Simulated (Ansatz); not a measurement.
CuI (Marshite):

```
I Cu
1.0
     0.00000    3.03150    3.03150
     3.03150    0.00000    3.03150
     3.03150    3.03150    0.00000
I Cu
1 1
Cartesian
  0.0000 0.0000 0.0000
  4.5473 4.5473 4.5473
```

Base run:

- Program: Ansatz 0.2.0
- Functional: PBEsol
- Potentials or basis: all-electron LAPW, scalar-relativistic
- Cutoff: 283 eV
- Density cutoff: 1131 eV
- Basis error allowed: 0.001 eV/atom
- k mesh: 8 × 8 × 8
- Occupations: fermi-dirac, width 0.05 eV
- Spin: no spin polarisation
- Hubbard terms: Cu d U = 4 eV

Its results: band gap on the k mesh 1.72 eV, direct; pressure -1.9 GPa.

Question: The run is repeated on the same cell with these changes: hubbard terms from Cu d U = 4 eV to Cu d U = 6 eV. What comes out?

Answer: Band gap on the k mesh 1.96 eV, direct; pressure -1.5 GPa.

Caveats: U is the effective U less J, on atomic orbitals that reach past the spheres; spin-orbit coupling is left out, which moves the levels of the heavy elements.

A k mesh can miss the band edges.

Not every run made on this cell is shown here.
